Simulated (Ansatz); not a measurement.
# Co (P-3m1) in Ansatz: notebook

One crystal, Co, is run at these levels: PBEsol; tasks: relaxation of cell and atoms.

All numbers are computed with Ansatz 0.2.0; they aren't measurements. Logs are shortened: lines on timing, memory, paths and dates and some standing lists are left out, and cuts for length are marked.

## Step 1: The structure

Symmetry: P-3m1, No. 164, trigonal system. The conventional cell has a = 2.487 Å, b = 2.487 Å, c = 4.063 Å, α = 90.00°, β = 90.00°, γ = 120.00°. Co (site symmetry 3m) has 12 Co at 2.42 to 2.55 Å as nearest neighbours.

## Step 2: Relaxation of cell and atoms, PBEsol, collinear spin, ferromagnetic start, target pressure 10 GPa, at which the enthalpy is minimised

File input.yaml:

```yaml
crystal:
  lattice:
    - [2.4873648738, 0.0, 0.0]
    - [-1.2436824369, 2.1541211692, 0.0]
    - [0.0, 0.0, 4.0632895034]
  atoms:
    - { symbol: Co, position: [0.3333333333, 0.6666666667, 0.740139], spin: 2.0 }
    - { symbol: Co, position: [0.6666666667, 0.3333333333, 0.259861], spin: 2.0 }
kpoints:
  mp_grid: { grid: [12, 12, 7] }
scf:
  occupations: { method: fermi_dirac, width: 0.05 }
hamiltonian:
  xc: pbesol
  pseudopotentials: { kind: all_electron, lapw: { basis_error: 0.001 } }
magnetization:
  spin_polarized: true
output:
  forces: true
  stress: true
relax:
  f_tol: 0.02
  max_steps: 60
  cell: { p_target: 10 }
```

Potentials or basis: all-electron LAPW, scalar-relativistic.

The run is started by

```bash
$ ansatz run input.yaml --threads 2 --pin off --max-ram 6144MiB --backend cpu --events-out ev --progress --plain --runs-dir out
```

The program printed:

```text
Warning: RAYON_NUM_THREADS=2 ignored (pool sized by the plan → 2); use --threads N
The last accepted step is kept in <dir> (removed where the run ends without a failure and the disk answers)
LAPW: plane waves up to 9.615 Å⁻¹, error target 1.0e-3 eV per atom; small_component_spin mean_spin; Co in spheres of 1.175 Å, 17 of its electrons in bands, Dirac shells [] (how accurate: hamiltonian.pseudopotentials.lapw.basis_error, Limitations)
Engine: ansatz 0.2.0, aarch64-unknown-linux-gnu
Pseudopotentials: kind: all_electron
Pseudopotential: Co, LAPW, valence charge 17, lapw/all_electron/scalar/gaussian/Co, Koelling and Harmon's equation, gaussian nucleus
Functional definition: PBEsol
  exchange = pbesol_x
  correlation = pbesol_c
Crystal: 2 atoms, lattice volume = 21.771 Å³
Basis set: ecut = 352.20164570648643 eV, 313 PW (Γ), exchange–correlation at level 2
Bands: 23, of which v1, the nominal top of the filled ones, is band 17 counted from 1 (16 counted from 0)
Symmetry: 12 space group operations
Space group: P-3m1 (ITA 164), of the structure as read, at distance tolerance 2.8e-5 Å
Magnetic group: BNS 164.85 (UNI 1315), of the structure as read, at distance tolerance 2.8e-5 Å
k-points: 112 of 1008
Non-local potential: Co, projectors of the file, none
Initial density: superposition of atomic densities (chi_scale 0.1, normalization cell)
Starting moments: Σ|m| = 4 μB on 2 of 2 sites
Initial wavefunctions: plane waves of lowest kinetic energy (no species holds an atomic orbital)
Functional: x = pbesol(κ = 0.804, μ = 0.12345679012345678), c = pbesol(β = 0.046)
iter 1 solved again at ethr=2.07e-4 eV; its pass at ethr=1.00e-1 eV (dr2=7.02e-2 eV) is discarded
SCF iter   1: F=—  HF=-75768.691570 eV  |F-HF|=—  |Δ(HF+E_count)|=         —  Δρ=1.73e-2 (↑1.62e-2 ↓1.73e-2)  dr2=7.03e-2  dr2_m=4.67e-2  M=3.340 μB ∫|m|=3.463 μB  β_m=0.30  ethr=2.07e-4  ⟨swp⟩=2.9  Hψ=37380  notcnv=0
Mixer restart at iter 1: flushing history
preconditioner: auto → none  [metal: Δε(μ)=0.017 eV  Ē_g=9.584 eV  σ=0.050 eV  W_gap=0.08  n_scr=8 (ndim 8)  ℏωp=33.8 eV  f_vac=0.000  D(μ)=1.90/eV (n_scr^D=22)  sad-step TF]
SCF iter   2: F=—  HF=-75768.751590 eV  |F-HF|=—  |Δ(HF+E_count)|=         —  Δρ=1.32e-2 (↑1.22e-2 ↓1.32e-2)  dr2=4.54e-2  dr2_m=2.75e-2  M=3.296 μB ∫|m|=3.452 μB  β_m=0.30  ethr=2.07e-4  ⟨swp⟩=2.0  Hψ=14546  notcnv=0
Mixer restart at iter 2: flushing history
iter 3 solved again at ethr=1.21e-5 eV; its pass at ethr=1.34e-4 eV (dr2=4.12e-3 eV) is discarded
SCF iter   3: F=—  HF=-75768.769820 eV  |F-HF|=—  |Δ(HF+E_count)|=   1.82e-2  Δρ=9.11e-3 (↑8.62e-3 ↓9.11e-3)  dr2=4.11e-3  dr2_m=1.45e-2  M=3.282 μB ∫|m|=3.469 μB  β_m=0.47  ethr=1.21e-5  ⟨swp⟩=2.0  Hψ=25530  notcnv=0
SCF iter   4: F=—  HF=-75768.804402 eV  |F-HF|=—  |Δ(HF+E_count)|=   3.46e-2  Δρ=3.59e-3 (↑3.16e-3 ↓3.59e-3)  dr2=1.93e-3  dr2_m=2.06e-3  M=3.266 μB ∫|m|=3.509 μB  β_m=0.51  ethr=1.21e-5  ⟨swp⟩=3.0  Hψ=15308  notcnv=0
SCF iter   5: F=—  HF=-75768.811178 eV  |F-HF|=—  |Δ(HF+E_count)|=   6.78e-3  Δρ=1.25e-3 (↑8.54e-4 ↓1.25e-3)  dr2=5.86e-5  dr2_m=2.07e-4  M=3.260 μB ∫|m|=3.534 μB  β_m=0.75  ethr=5.68e-6  ⟨swp⟩=3.0  Hψ=14884  notcnv=0
SCF iter   6: F=—  HF=-75768.814160 eV  |F-HF|=—  |Δ(HF+E_count)|=   2.98e-3  Δρ=8.25e-4 (↑8.25e-4 ↓3.98e-4)  dr2=2.49e-4  dr2_m=1.11e-5  M=3.263 μB ∫|m|=3.556 μB  β_m=0.75  ethr=1.72e-7  ⟨swp⟩=3.0  Hψ=16362  notcnv=0
SCF iter   7: F=—  HF=-75768.812800 eV  |F-HF|=—  |Δ(HF+E_count)|=   1.36e-3  Δρ=1.12e-4 (↑1.12e-4 ↓4.75e-5)  dr2=3.40e-6  dr2_m=2.75e-7  M=3.263 μB ∫|m|=3.561 μB  β_m=0.77  ethr=1.72e-7  ⟨swp⟩=3.0  Hψ=16335  notcnv=0
SCF iter   8: F=—  HF=-75768.812769 eV  |F-HF|=—  |Δ(HF+E_count)|=   3.12e-5  Δρ=7.75e-6 (↑7.75e-6 ↓5.57e-6)  dr2=2.09e-8  dr2_m=3.88e-9  M=3.263 μB ∫|m|=3.562 μB  β_m=0.76  ethr=9.99e-9  ⟨swp⟩=2.8  Hψ=15232  notcnv=0
SCF iter   9: F=—  HF=-75768.812769 eV  |F-HF|=—  |Δ(HF+E_count)|=   1.81e-7  Δρ=1.92e-6 (↑1.75e-6 ↓1.92e-6)  dr2=6.22e-11  dr2_m=6.45e-10  M=3.263 μB ∫|m|=3.562 μB  β_m=0.87  ethr=6.13e-11  ⟨swp⟩=3.0  Hψ=16204  notcnv=0
SCF iter  10: F=-75768.812769 eV  HF=-75768.812769 eV  |F-HF|=1.02e-10  |Δ(HF+E_count)|=   2.28e-9  Δρ=3.08e-7 (↑2.86e-7 ↓3.08e-7)  dr2=2.81e-12  dr2_m=1.63e-11  M=3.263 μB ∫|m|=3.562 μB  ethr=1.31e-12 (applied; sched 1.00e-12)  ⟨swp⟩=3.0  Hψ=16052  notcnv=0
SCF 1 converged in 10 iterations: F = -75768.812769 eV  dr2 = 2.81e-12
relax step   1: F+E_penalty+E_count = -75768.81276886 eV  Δ(F+E_penalty+E_count) = +0.000e0 eV  max|allowed force component| = 4.398e-1 eV/Å  Δτ_max = 0.0000 Å  P = -9.398 GPa  Ω = 21.771 Å³  (10 SCF iters, accepted)
Crystal: 2 atoms, lattice volume = 20.660 Å³
Basis set: ecut = 364.72790479835373 eV, 313 PW (Γ), exchange–correlation at level 2
Initial density: handed on by an earlier stage of this run
Starting moments: Σ|m| = 4 μB on 2 of 2 sites; this step starts from the density that it was given
Initial wavefunctions: those handed on with the density
iter 1 solved again at ethr=2.88e-5 eV; its pass at ethr=1.00e-1 eV (dr2=9.80e-3 eV) is discarded
SCF iter   1: F=—  HF=-75768.861216 eV  |F-HF|=—  |Δ(HF+E_count)|=         —  Δρ=4.38e-3 (↑4.32e-3 ↓4.38e-3)  dr2=1.01e-2  dr2_m=2.82e-3  M=3.132 μB ∫|m|=3.412 μB  β_m=0.30  ethr=2.88e-5  ⟨swp⟩=3.1  Hψ=28128  notcnv=0
preconditioner: auto → none  [metal: Δε(μ)=0.022 eV  Ē_g=9.933 eV  σ=0.050 eV  W_gap=0.11  n_scr=8 (ndim 8)  ℏωp=34.7 eV  f_vac=0.000  D(μ)=1.92/eV (n_scr^D=22)]
iter 2 solved again at ethr=1.10e-6 eV; its pass at ethr=2.88e-5 eV (dr2=3.74e-4 eV) is discarded
[... 29 lines left out ...]
SCF iter   1: F=—  HF=-75768.843423 eV  |F-HF|=—  |Δ(HF+E_count)|=         —  Δρ=2.66e-4 (↑1.36e-4 ↓2.66e-4)  dr2=2.89e-5  dr2_m=2.43e-6  M=3.027 μB ∫|m|=3.287 μB  β_m=0.65  ethr=1.97e-8  ⟨swp⟩=4.9  Hψ=33176  notcnv=0
eigensolver tolerance schedule calibrated: the retry pair's looser diagonalisation under-reported the residual by θ = 0.77 (0.11/decade); ethr = c·dr2/N_el runs at the constant in force after the calibration composes with the one it found (an armed cap, an earlier calibration), c = 7.6e-2
preconditioner: auto → none  [metal: Δε(μ)=0.008 eV  Ē_g=10.190 eV  σ=0.050 eV  W_gap=0.04  n_scr=2 (ndim 8)  ℏωp=35.3 eV  f_vac=0.000  D(μ)=1.64/eV (n_scr^D=22)]
SCF iter   2: F=—  HF=-75768.843415 eV  |F-HF|=—  |Δ(HF+E_count)|=   8.07e-6  Δρ=8.24e-5 (↑5.96e-5 ↓8.24e-5)  dr2=7.27e-6  dr2_m=2.82e-7  M=3.027 μB ∫|m|=3.287 μB  β_m=0.51  ethr=1.97e-8  ⟨swp⟩=3.0  Hψ=16296  notcnv=0
SCF iter   3: F=—  HF=-75768.843412 eV  |F-HF|=—  |Δ(HF+E_count)|=   2.15e-6  Δρ=4.39e-5 (↑2.27e-5 ↓4.39e-5)  dr2=1.24e-6  dr2_m=9.95e-8  M=3.027 μB ∫|m|=3.287 μB  β_m=0.50  ethr=1.63e-8  ⟨swp⟩=3.0  Hψ=15464  notcnv=0
iter 4 solved again at ethr=2.96e-11 eV; its pass at ethr=2.79e-9 eV (dr2=1.32e-8 eV) is discarded
SCF iter   4: F=—  HF=-75768.843412 eV  |F-HF|=—  |Δ(HF+E_count)|=   2.63e-7  Δρ=9.57e-6 (↑9.57e-6 ↓3.94e-6)  dr2=1.33e-8  dr2_m=6.02e-9  M=3.027 μB ∫|m|=3.287 μB  β_m=0.70  ethr=2.96e-11  ⟨swp⟩=2.3  Hψ=24672  notcnv=0
SCF iter   5: F=-75768.843412 eV  HF=-75768.843412 eV  |F-HF|=1.31e-9  |Δ(HF+E_count)|=   2.95e-8  Δρ=1.49e-6 (↑1.06e-6 ↓1.49e-6)  dr2=3.13e-10  dr2_m=1.69e-10  M=3.027 μB ∫|m|=3.287 μB  ethr=2.96e-11  ⟨swp⟩=2.5  Hψ=15109  notcnv=0
SCF 4 converged in 5 iterations: F = -75768.843412 eV  dr2 = 3.13e-10
relax step   4: F+E_penalty+E_count = -75768.84341226 eV  Δ(F+E_penalty+E_count) = -2.301e-3 eV  max|allowed force component| = 9.278e-3 eV/Å  Δτ_max = 0.0004 Å  P = +9.962 GPa  Ω = 19.938 Å³  (5 SCF iters, accepted)
Crystal: 2 atoms, lattice volume = 19.935 Å³
Basis set: ecut = 373.5117749117484 eV, 313 PW (Γ), exchange–correlation at level 2
iter 1 solved again at ethr=4.77e-9 eV; its pass at ethr=1.00e-1 eV (dr2=1.62e-6 eV) is discarded
SCF iter   1: F=—  HF=-75768.843245 eV  |F-HF|=—  |Δ(HF+E_count)|=         —  Δρ=8.44e-5 (↑5.14e-5 ↓8.44e-5)  dr2=1.15e-5  dr2_m=7.35e-8  M=3.027 μB ∫|m|=3.287 μB  β_m=0.65  ethr=4.77e-9  ⟨swp⟩=4.1  Hψ=30463  notcnv=0
eigensolver tolerance schedule calibrated: the retry pair's looser diagonalisation under-reported the residual by θ = 0.86 (0.12/decade); ethr = c·dr2/N_el runs at the constant in force after the calibration composes with the one it found (an armed cap, an earlier calibration), c = 7.3e-2
preconditioner: auto → none  [metal: Δε(μ)=0.008 eV  Ē_g=10.191 eV  σ=0.050 eV  W_gap=0.04  n_scr=2 (ndim 8)  ℏωp=35.3 eV  f_vac=0.000  D(μ)=1.64/eV (n_scr^D=22)]
SCF iter   2: F=—  HF=-75768.843244 eV  |F-HF|=—  |Δ(HF+E_count)|=   1.05e-6  Δρ=5.87e-5 (↑5.87e-5 ↓4.51e-5)  dr2=7.25e-6  dr2_m=1.35e-8  M=3.027 μB ∫|m|=3.287 μB  β_m=0.34  ethr=4.77e-9  ⟨swp⟩=3.0  Hψ=16340  notcnv=0
iter 3 solved again at ethr=2.57e-11 eV; its pass at ethr=4.77e-9 eV (dr2=1.20e-8 eV) is discarded
SCF iter   3: F=—  HF=-75768.843242 eV  |F-HF|=—  |Δ(HF+E_count)|=   2.40e-6  Δρ=1.34e-5 (↑8.28e-6 ↓1.34e-5)  dr2=1.21e-8  dr2_m=1.76e-8  M=3.027 μB ∫|m|=3.287 μB  β_m=0.67  ethr=2.57e-11  ⟨swp⟩=2.3  Hψ=26432  notcnv=0
SCF iter   4: F=-75768.843242 eV  HF=-75768.843242 eV  |F-HF|=2.33e-10  |Δ(HF+E_count)|=   3.09e-8  Δρ=1.20e-6 (↑1.20e-6 ↓7.18e-7)  dr2=1.42e-10  dr2_m=1.59e-10  M=3.027 μB ∫|m|=3.287 μB  ethr=2.57e-11  ⟨swp⟩=3.0  Hψ=15971  notcnv=0
SCF 5 converged in 4 iterations: F = -75768.843242 eV  dr2 = 1.42e-10
relax step   5: F+E_penalty+E_count = -75768.84324190 eV  Δ(F+E_penalty+E_count) = +1.704e-4 eV  max|allowed force component| = 7.027e-7 eV/Å  Δτ_max = 0.0005 Å  P = +10.002 GPa  Ω = 19.935 Å³  (4 SCF iters, accepted)
iter 1 solved again at ethr=5.97e-12 eV; its pass at ethr=1.00e-1 eV (dr2=2.03e-9 eV) is discarded
SCF iter   1: F=—  HF=-75768.843243 eV  |F-HF|=—  |Δ(HF+E_count)|=         —  Δρ=7.75e-6 (↑7.75e-6 ↓5.84e-6)  dr2=1.13e-9  dr2_m=3.27e-10  M=3.027 μB ∫|m|=3.287 μB  β_m=0.65  ethr=5.97e-12  ⟨swp⟩=5.7  Hψ=40078  notcnv=0  reapply=164
SCF iter   2: F=—  HF=-75768.843243 eV  |F-HF|=—  |Δ(HF+E_count)|=   7.33e-9  Δρ=2.70e-6 (↑2.70e-6 ↓2.12e-6)  dr2=1.98e-10  dr2_m=5.93e-11  M=3.027 μB ∫|m|=3.287 μB  β_m=0.63  ethr=3.33e-12  ⟨swp⟩=2.4  Hψ=14366  notcnv=0
SCF iter   3: F=-75768.843243 eV  HF=-75768.843243 eV  |F-HF|=2.33e-10  |Δ(HF+E_count)|=  9.90e-10  Δρ=4.75e-7 (↑4.75e-7 ↓2.59e-7)  dr2=1.73e-10  dr2_m=3.48e-12  M=3.027 μB ∫|m|=3.287 μB  ethr=1.23e-12 (applied; sched 1.00e-12)  ⟨swp⟩=2.6  Hψ=14928  notcnv=0
SCF 6 converged in 3 iterations: F = -75768.843243 eV  dr2 = 1.73e-10
relax step   6: F+E_penalty+E_count = -75768.84324302 eV  Δ(F+E_penalty+E_count) = -1.111e-6 eV  max|allowed force component| = 1.364e-5 eV/Å  Δτ_max = 0.0000 Å  P = +10.002 GPa  Ω = 19.935 Å³  stress off target by 2.91e-3 GPa  SCF on the basis re-selected at this cell (its energy is not comparable with the rows above)  (3 SCF iters)
basis re-selected at this cell: Δ(F+E_penalty+E_count) = -1.111e-6 eV, ΔP = +0.000 GPa vs the last step (what re-selecting the basis moved, after the strain that the cell walked since its last selection, with what the two solves' SCF thresholds leave and, on support functions, any second-order correction that the steps lacked; it is no measure of the basis error at this ecutwfc). This SCF's stress stands 2.91e-3 GPa from its target on what of the cell is left free (relax.cell.stress_tol is 5.00e-2 GPa) and its largest allowed force component is 1.36e-5 eV/Å (relax.f_tol is 2.00e-2 eV/Å): within both
SCF converged after 3 iterations
Magnetization: 3.0266 μB (18.5133 up, 15.4867 down)
Absolute magnetization: 3.2869 μB (∫|ρ↑−ρ↓|)
Spin contamination: 0.0402 ħ² per cell (⟨S²⟩ above its minimum at these occupations)
Per-site moments (μB) at R_I (Å): [(1.5714177689593303, 1.1411184381339663), (1.5714177689593303, 1.1411184381339663)]
Free energy (F): -75768.843243 eV
Harris-Foulkes:  -75768.843243 eV  (|F-HF|=2.33e-10)
Internal energy: -75768.829622 eV  (E = F + TS)
E sigma→0 (E₀):  -75768.836432 eV
Entropy (-TS):   -0.013621 eV (-6.811 meV/atom)
Fermi energy:    20.909306 eV
--- Per-component energies (eV) ---
  E_band       = -413.010662
  E_kinetic    = 76891.162174
  E_xc         = -3183.260654
  E_electrostatic = -149476.731143  (all electrons and nuclei)
  E_smearing   = -0.013621  (= −TS)
  E_closure    = 0.000000  (closes the sum)
  E_atoms      = -75750.878730  (free atoms, spherical and without spin; not in F)
  Σ components = -75768.843243   (vs F -75768.843243, Δ=0.00e0)
  Basis errors (estimates in eV, not in F): energy 2.6e-4 per atom: plane waves 2.6e-4 (1.4e-4 summed), levels above the bands 9.4e-94, relativity 2.2e-8, radial functions 5.0e-6, core shells 1.4e-8; eigenvalues (radial functions only) 4.5e-7; not estimated: angular momenta, meshes, grids; target (lapw.basis_error) 1.0e-3; muffin-tin radii Co 1.141 Å
--- Forces (eV/Å), atoms counted from 1 ---
  atom   1  Co     0.00000000     0.00000000     0.00001364
  atom   2  Co     0.00000000    -0.00000000    -0.00001364
  max |Σ_I F_I| component: 1.69e-21 eV/Å
--- Stress (GPa, compression-positive) ---
       10.002909       0.000000      -0.000000
       -0.000000      10.002909      -0.000000
       -0.000000      -0.000000       9.999626
  P = ⅓ Tr σ = 10.0018 GPa (100.018 kbar)
--- Relaxed structure (5 steps of the walk, 5 accepted, 1 SCFs on fresh bases) ---
  F+E_penalty+E_count = -75768.84324302 eV   max|allowed force component| = 1.364e-5 eV/Å   (the final SCF, on the basis selected at the relaxed cell)
  cell:  # Å, volume = 19.9351 Å³
    - [2.4248549296317186, 6.288320924209446e-34, -1.1351951601996742e-17]
    - [-1.2124274648158593, 2.0999859695529954, 5.675975800998371e-18]
    - [-1.8544229788427904e-17, -1.4947016566036235e-33, 3.9148566361074724]
  atoms:
    - { symbol: Co, position: [0.3333333333333333, 0.6666666666666666, 0.7499994079530072] }
    - { symbol: Co, position: [0.6666666666666666, 0.3333333333333333, 0.2500005920469929] }
```

It took 3 min on 2 threads of Arm Neoverse N1, shared host; peak memory 0.65 GiB.

What came out:

```yaml
Free_energy: -75768.8432 eV
Relaxed_volume: 9.97 Å³/atom
Relaxed_cell: a = 2.425 Å, b = 2.425 Å, c = 3.915 Å, α = 90.00°, β = 90.00°, γ = 120.00°
Space_group_after_relaxing_to_0.05_Å: P6_3/mmc (No. 194)
Energy_change_on_relaxing_the_enthalpy_is_what_falls: -15.2 meV/atom
Ionic_steps: 6
Pressure_after_relaxing: 10.0 GPa
Net_moment: 3.03 μB per cell
Absolute_moment: 3.29 μB per cell
Site_moments: Co +1.57 μB
```

Step by step:
| step | energy change (eV) | largest force (eV/Å) | volume (Å³) |
| --- | --- | --- | --- |
| 1 | 0.0000 | 0.4398 | 21.77 |
| 2 | -0.0443 | 0.3863 | 20.66 |
| 3 | -0.0283 | 0.0006 | 19.90 |
| 4 | -0.0306 | 0.0093 | 19.94 |
| 5 | -0.0305 | 0.0000 | 19.94 |
| 6 | -0.0305 | 0.0000 | 19.94 |

Final structure:
```xyz
2
Lattice="2.4249 0.0000 0.0000 -1.2124 2.1000 0.0000 0.0000 0.0000 3.9149" Properties=species:S:1:pos:R:3 pbc="T T T"
Co    0.0000    1.4000    2.9361
Co    1.2124    0.7000    0.9787
```

## Step 3: Relaxation of cell and atoms, PBEsol, collinear spin, ferromagnetic start, target pressure 20 GPa, at which the enthalpy is minimised

Edit input.yaml of step 2 so:

```diff
@@ -23,2 +23,2 @@
   max_steps: 60
-  cell: { p_target: 10 }
+  cell: { p_target: 20 }
```

Potentials or basis: all-electron LAPW, scalar-relativistic.

The run is started by

```bash
$ ansatz run input.yaml --threads 2 --pin off --max-ram 6144MiB --backend cpu --events-out ev --progress --plain --runs-dir out
```

Run time: 3.2 min. Hardware: 2 threads of Arm Neoverse N1, shared host; peak memory 0.65 GiB.

The run converged. Its results:

* Free energy: -75768.7860 eV
* Relaxed volume: 9.66 Å³/atom
* Relaxed cell: a = 2.399 Å, b = 2.399 Å, c = 3.875 Å, α = 90.00°, β = 90.00°, γ = 120.00°
* Space group after relaxing (to 0.05 Å): P6_3/mmc (No. 194)
* Energy change on relaxing (the enthalpy is what falls): +13.4 meV/atom
* Ionic steps: 7
* Pressure after relaxing: 20.0 GPa
* Net moment: 2.99 μB per cell
* Absolute moment: 3.23 μB per cell
* Site moments: Co +1.55 μB

Step by step:
```csv
step,energy change (eV),largest force (eV/Å),volume (Å³)
1,0.0000,0.4398,21.77
2,-0.0322,0.3979,20.12
3,0.0733,0.1005,19.00
4,0.0266,0.0017,19.32
5,0.0267,0.0004,19.32
6,0.0267,0.0005,19.32
7,0.0267,0.0001,19.32
```

Final structure:
```
Co
1.0
     2.39921    0.00000    0.00000
    -1.19960    2.07777    0.00000
     0.00000    0.00000    3.87501
Co
2
Direct
  0.33333 0.66667 0.75000
  0.66667 0.33333 0.25000
```

## Step 4: Relaxation of cell and atoms, PBEsol, collinear spin, ferromagnetic start, target pressure 30 GPa, at which the enthalpy is minimised

Edit input.yaml of step 3 so:

```diff
@@ -23,2 +23,2 @@
   max_steps: 60
-  cell: { p_target: 20 }
+  cell: { p_target: 30 }
```

The run is started by

```bash
$ ansatz run input.yaml --threads 2 --pin off --max-ram 6144MiB --backend cpu --events-out ev --progress --plain --runs-dir out
```

Wall time 3 min (2 threads of Arm Neoverse N1, shared host); peak memory 0.65 GiB.

The run converged. Its results:

| Property | Result |
| --- | --- |
| Free energy | -75768.7056 eV |
| Relaxed volume | 9.40 Å³/atom |
| Relaxed cell | a = 2.377 Å, b = 2.377 Å, c = 3.841 Å, α = 90.00°, β = 90.00°, γ = 120.00° |
| Space group after relaxing (to 0.05 Å) | P6_3/mmc (No. 194) |
| Energy change on relaxing (the enthalpy is what falls) | +53.6 meV/atom |
| Ionic steps | 6 |
| Pressure after relaxing | 30.0 GPa |
| Net moment | 2.97 μB per cell |
| Absolute moment | 3.20 μB per cell |
| Site moments | Co +1.54 μB |

The path:
```tsv
step	energy change (eV)	largest force (eV/Å)	volume (Å³)
1	0.0000	0.4398	21.77
2	0.0029	0.3935	19.60
3	0.1830	0.1390	18.44
4	0.1079	0.0012	18.80
5	0.1072	0.0009	18.80
6	0.1072	0.0007	18.80
```

Final structure:
```xyz
2
Lattice="2.3774 0.0000 0.0000 -1.1887 2.0588 0.0000 0.0000 0.0000 3.8407" Properties=species:S:1:pos:R:3 pbc="T T T"
Co    0.0000    1.3726    2.8805
Co    1.1887    0.6863    0.9602
```

## Step 5: Overview

```tsv
cell	pressure (GPa)	moment (μB)
relaxed to 10 GPa	10.0	3.03
relaxed to 20 GPa	20.0	2.99
relaxed to 30 GPa	30.0	2.97
```

Alike in all rows: task relaxation of cell and atoms; level PBEsol; potentials or basis all-electron LAPW, scalar-relativistic; spin collinear, ferromagnetic start; k mesh 12 × 12 × 7; smearing fermi-dirac 0.05 eV; basis error allowed 0.001 eV/atom.

Compare energies only between runs with the same functional and basis.
